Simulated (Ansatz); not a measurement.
# Ni: response to strain

Ni is deformed so: equal xx and yy strain of -2 %. What stress and forces result, by LAPW, PAW and all-electron datasets made for the crystal?

Computed with Ansatz 0.2.0 (DFT PBE, scalar-relativistic, unless a step's input says otherwise).

## 1. The system as given

It takes space group Fm-3m (No. 225, cubic). Conventional cell: a = 3.536 Å, b = 3.536 Å, c = 3.536 Å, α = 90.00°, β = 90.00°, γ = 90.00°. Ni (site symmetry m-3m) is surrounded by 12 Ni at 2.50 Å.

As a file:

```
CELL_PARAMETERS angstrom
0.00000 1.76795 1.76795
1.76795 0.00000 1.76795
1.76795 1.76795 0.00000
ATOMIC_POSITIONS crystal
Ni 0.00000 0.00000 0.00000
```

## 2. The deformed structure

Space group Fm-3m before, I4/mmm after.

## 3. All-electron LAPW

input.yaml

```yaml
crystal:
  lattice:
    - [0.0, 1.732591, 1.76795]
    - [1.732591, 0.0, 1.76795]
    - [1.732591, 1.732591, 0.0]
  atoms:
    - { symbol: Ni, position: [0.0, 0.0, 0.0], spin: 1.5 }
magnetization:
  spin_polarized: true
kpoints:
  mp_grid: { grid: [20, 20, 20] }
  band_path:
    path:
      - [0.0, 0.0, 0.0]
      - [0.0, 0.5, 0.5]
      - [0.25, 0.75, 0.5]
      - [0.0, 0.5, 0.0]
      - [0.0, 0.0, 0.0]
      - [0.5, 0.5, 0.0]
      - [0.37005, 0.62995, 0.0]
      - [-0.37005, 0.37005, 0.0]
      - [0.0, 0.0, 0.0]
    npoints: 5
scf:
  occupations: { method: fermi_dirac, width: 0.05 }
hamiltonian:
  xc: pbe
  pseudopotentials: { kind: all_electron, lapw: { basis_error: 0.00025 } }
output:
  forces: true
  stress: true
  eigenvalues: true
```

Run with:

```bash
$ ansatz run input.yaml --threads 1 --pin off --max-ram 3072MiB --backend cpu --events-out ev --progress --plain --runs-dir out
```

## 4. PAW on the default files

input.yaml

```yaml
crystal:
  lattice:
    - [0.0, 1.732591, 1.76795]
    - [1.732591, 0.0, 1.76795]
    - [1.732591, 1.732591, 0.0]
  atoms:
    - { symbol: Ni, position: [0.0, 0.0, 0.0], spin: 1.5 }
magnetization:
  spin_polarized: true
kpoints:
  mp_grid: { grid: [20, 20, 20] }
scf:
  occupations: { method: fermi_dirac, width: 0.05 }
hamiltonian:
  xc: pbe
  pseudopotentials: { kind: paw }
output:
  forces: true
  stress: true
  eigenvalues: true
  efg: { contact_densities: true }
```

## 5. All-electron PAW on datasets made for the crystal

input.yaml: that of step 4 with these lines changed.

```diff
@@ -15,3 +15,3 @@
   xc: pbe
-  pseudopotentials: { kind: paw }
+  pseudopotentials: { kind: all_electron, datasets: crystal }
 output:
```

(Steps that only read results are left out.)

**Question.** What will these runs give? Wanted: pressure; largest shear or deviatoric stress.

The runs gave:

| quantity | value |
| --- | --- |
| pressure | LAPW 5.49, PAW 5.52, crystal datasets 5.49 GPa |
| largest shear or deviatoric stress (LAPW) | 1.85 GPa |

In words: The largest part of the stress beyond the pressure is 1.85 GPa in size, in the zz component. No run of the undeformed cell stands beside it, so the pressure holds what the given cell had before the change. PAW: stress within 0.04 GPa of LAPW. Crystal datasets: stress within 0.01 GPa of LAPW. Other magnetic orders may lie lower; this is the state that the run reached.
